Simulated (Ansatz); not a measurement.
# ZnS (F-43m) in Ansatz: single point with PBE

Aim: the single point of ZnS with PBE.

Everything below comes from runs of Ansatz 0.2.0. Logs are shortened: lines on timing, memory, paths and dates and some standing lists are left out, and cuts for length are marked.

**The experiment to reproduce.**

From “Electronic, vibrational, and thermodynamic properties of ZnS (zincblende and rocksalt structure)”, 2009, arxiv:0911.5022, for a bulk crystal of ZnS at 19 K: band gap 3.85 eV (direct).

How close the calculation comes is told below.

**1. Starting point**

The structure is cubic, space group F-43m (No. 216). Conventional cell: a = 5.404 Å, b = 5.404 Å, c = 5.404 Å, α = 90.00°, β = 90.00°, γ = 90.00°. Zn (site symmetry -43m) is surrounded by 4 S at 2.34 Å. Around S (site symmetry -43m) lie 4 Zn at 2.34 Å.

**2. Single point, PBE**

Contents of input.yaml:

```yaml
crystal:
  lattice:
    - [0.0, 2.702, 2.702]
    - [2.702, 0.0, 2.702]
    - [2.702, 2.702, 0.0]
  atoms:
    - { symbol: Zn, position: [0.75, 0.75, 0.75] }
    - { symbol: S, position: [0.0, 0.0, 0.0] }
hamiltonian:
  xc: pbe
  pseudopotentials: { kind: paw }
kpoints:
  mp_grid: { grid: [12, 12, 12] }
scf:
  occupations: { method: fermi_dirac, width: 0.05 }
output:
  forces: true
  stress: true
  eigenvalues: true
```

Potentials or basis: Ansatz PAW.

Run with:

```
ansatz run input.yaml --threads 2 --pin off --max-ram 5120MiB --backend cpu --events-out ev --progress --plain --runs-dir out
```

The log of the run:

```text
Warning: RAYON_NUM_THREADS=2 ignored (pool sized by the plan → 2); use --threads N
Engine: ansatz 0.2.0, aarch64-unknown-linux-gnu
Pseudopotentials: kind: paw
Pseudopotential: Zn, paw, valence charge 12, recommended cutoff 420 eV (normal), Zn.paw.azcp
Pseudopotential: S, paw, valence charge 6, recommended cutoff 420 eV (normal), S.paw.azcp
Functional definition: PBE
  parameter kappa = 0.804
  parameter beta = 0.06672455060314922
  exchange = pbe_x(kappa = kappa, mu = beta*pi^2/3)
  correlation = pbe_c(beta = beta)
Crystal: 2 atoms, lattice volume = 39.454 Å³
Basis set: ecut = 420 eV, 749 PW (Γ), exchange–correlation on 54×54×54 points (8 copies of the dense FFT grid, shifted against one another)
Bands: 13, of which v1, the nominal top of the filled ones, is band 9 counted from 1 (8 counted from 0)
Symmetry: 24 space group operations
Space group: F-43m (ITA 216), of the structure as read, at distance tolerance 3.4e-5 Å
k-points: 72 of 1728 (time reversal used)
Non-local potential: Zn, projectors of the file, l = 0: 2, l = 1: 2, l = 2: 3, l = 3: 1
Non-local potential: S, projectors of the file, l = 0: 2, l = 1: 2, l = 2: 2
PAW form: soft (Blöchl's): semilocal exchange-correlation on the pseudo side does not see the compensation charge
PAW one-centre angular grid: Zn, 590 points (default); XC on 64 Gauss nodes
PAW one-centre angular grid: S, 110 points (default); XC on 64 Gauss nodes
Initial density: superposition of atomic densities (neutral atoms: chi_scale 0, normalization atom), corrected by the library's trained network
Initial wavefunctions: pseudopotential atomic-orbital guess
Functional: x = pbe(κ = 0.804, μ = 0.2195149727645171), c = pbe(β = 0.06672455060314922)
SCF iter   1: F=—  HF=-4222.729917 eV  |F-HF|=—  |Δ(HF+E_count)|=         —  Δρ=6.10e-4  dr2=1.94e-4  ethr=1.77e-3  ⟨swp⟩=5.2  Hψ=5408  notcnv=0
preconditioner: auto → none  [insulator: Δε(μ)=2.102 eV  Ē_g=12.202 eV  σ=0.050 eV  W_gap=1.00  n_scr=14 (ndim 8)  ℏωp=25.1 eV  f_vac=0.026  D(μ)=0.00/eV (n_scr^D=0)  ε∞_Penn≈5.2]
SCF iter   2: F=—  HF=-4222.730161 eV  |F-HF|=—  |Δ(HF+E_count)|=   2.43e-4  Δρ=5.27e-4  dr2=4.99e-5  ethr=1.08e-6  ⟨swp⟩=2.4  Hψ=2286  notcnv=0
SCF iter   3: F=—  HF=-4222.730177 eV  |F-HF|=—  |Δ(HF+E_count)|=   1.63e-5  Δρ=1.65e-4  dr2=7.66e-6  ethr=2.77e-7  ⟨swp⟩=2.0  Hψ=1512  notcnv=0
SCF iter   4: F=—  HF=-4222.730184 eV  |F-HF|=—  |Δ(HF+E_count)|=   7.03e-6  Δρ=7.19e-5  dr2=9.69e-7  ethr=4.26e-8  ⟨swp⟩=2.0  Hψ=1512  notcnv=0
SCF iter   5: F=—  HF=-4222.730187 eV  |F-HF|=—  |Δ(HF+E_count)|=   3.52e-6  Δρ=3.29e-5  dr2=2.78e-7  ethr=5.38e-9  ⟨swp⟩=2.0  Hψ=1584  notcnv=0
SCF iter   6: F=-4222.730188 eV  HF=-4222.730188 eV  |F-HF|=7.99e-9  |Δ(HF+E_count)|=   4.82e-7  Δρ=3.55e-6  dr2=2.08e-9  ethr=5.56e-10  ⟨swp⟩=5.2  Hψ=4550  notcnv=0
SCF 1 converged in 6 iterations: F = -4222.730188 eV  dr2 = 2.08e-9
SCF converged after 6 iterations
Free energy (F): -4222.730188 eV
Harris-Foulkes:  -4222.730188 eV  (|F-HF|=7.99e-9)
Internal energy: -4222.730188 eV  (E = F + TS)
E sigma→0 (E₀):  -4222.730188 eV
Fermi energy:    6.898562 eV
--- Per-component energies (eV) ---
  E_band       = 5.103366
  E_kinetic    = 238.362464
  E_local      = -2040.906162  (includes V_loc(G=0)·N_el)
  E_nonlocal   = 642.719292
  E_hartree    = 853.400430
  E_xc         = -234.430121
  E_vxc        = -139.591915  (∫ρ·V_xc dr)
  E_paw        = -2428.496436  (= ΣΔE_a)
  E_vpaw       = -402.281242  (= ΣTr[D̂ρ^β])
  E_aug_tail   = -0.000361  (compensation charges beyond the density's cutoff)
  E_ewald      = -1253.379294
  E_smearing   = -0.000000  (= −TS)
  E_closure    = -0.000000  (closes the sum)
  Σ components = -4222.730188   (vs F -4222.730188, Δ=0.00e0)
--- Forces (eV/Å), atoms counted from 1 ---
  atom   1  Zn     0.00000000    -0.00000000     0.00000000
  atom   2  S     -0.00000000     0.00000000    -0.00000000
  max |Σ_I F_I| component: 2.31e-17 eV/Å
--- Stress (GPa, compression-positive) ---
        1.597788       0.000000      -0.000000
       -0.000000       1.597788       0.000000
       -0.000000       0.000000       1.597788
  P = ⅓ Tr σ = 1.5978 GPa (15.978 kbar)
--- Band table (eV; the first three rows and the last of 72) ---
  k-point 0: bands = ["-7.3564", "-0.5481", "-0.5481", "-0.5481", "-0.0477", "-0.0477", "5.7866", "5.7866", "5.7866", "7.8960", "12.1562", "12.1562", "12.1562"]
  k-point 1: bands = ["-7.3036", "-0.5486", "-0.5384", "-0.5384", "-0.0487", "-0.0487", "5.1991", "5.7179", "5.7179", "8.3626", "12.0834", "12.2772", "12.2772"]
  k-point 2: bands = ["-7.1538", "-0.5411", "-0.5129", "-0.5129", "-0.0496", "-0.0496", "4.1044", "5.5406", "5.5406", "9.0046", "12.1419", "12.5555", "12.5555"]
  k-point 71: bands = ["-6.1098", "-0.4153", "-0.2654", "-0.1075", "-0.0854", "0.3519", "1.1986", "3.0382", "3.0746", "11.4754", "11.8098", "13.6384", "13.9792"]
```

Run time: 2 s. Hardware: 2 threads of Arm Neoverse V1, shared host; peak memory 0.34 GiB.

What came out:

| Item | Value |
| --- | --- |
| Free energy | -4222.7302 eV |
| Pressure | 1.6 GPa |
| Band gap on the k mesh | 2.11 eV, direct |

**3. Against experiment**

Step 2. Against the measured gap of ZnS, 3.85 eV (direct; 19 K; quoted in “Electronic, vibrational, and thermodynamic properties of ZnS (zincblende and rocksalt structure)”, 2009, arxiv:0911.5022), the calculated 2.11 eV is off by -1.74 eV. The value is that of PBE on a finite k mesh, which can miss the band edges, without temperature or zero-point motion. Semilocal functionals fall short of measured gaps as a rule.
